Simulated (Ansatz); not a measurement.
A surface is cut from this relaxed crystal of InP:

```cif
data_structure
_symmetry_space_group_name_H-M 'P 1'
_symmetry_Int_Tables_number 1
_cell_length_a 3.8602
_cell_length_b 3.8602
_cell_length_c 3.8602
_cell_angle_alpha 60.000
_cell_angle_beta 60.000
_cell_angle_gamma 60.000
_cell_volume 40.67
loop_
_atom_site_label
_atom_site_type_symbol
_atom_site_fract_x
_atom_site_fract_y
_atom_site_fract_z
_atom_site_occupancy
In1 In 0.00000 0.00000 0.00000 1
P1 P 0.50000 0.50000 0.50000 1
```

Miller indices refer to the conventional cell of Fm-3m (No. 225), a = 5.459 Å, b = 5.459 Å, c = 5.459 Å, α = 90.00°, β = 90.00°, γ = 90.00°.

The calculation used Ansatz 0.2.0, DFT PBEsol, scalar-relativistic, plane waves, PAW. Cutoff 420 eV, Gaussian smearing of 0.10 eV, no spin polarisation. A dipole correction acts along the normal.

The slab isn't stoichiometric, so its surface energy depends on the chemical potentials; it is given with the excess atoms taken from the element's standard state, a limit at which the compound may itself be unstable, so the figure can be too low.

A relaxed slab with low-index faces, about a nanometre thick, has these properties:

For this slab, the surface energy with the excess atoms taken from the elements is 1.79 J/m². The work function is 5.86 eV.

(1) Which low-index plane was cut, and which atoms end it?

Answers

(1) The (111) plane, with P in the top plane and P in the bottom one as cut, before relaxation. The planes from bottom to top: P, In, P, In, P, In, P, In, P.

The reference crystal is the rock-salt form of InP, which isn't its usual structure.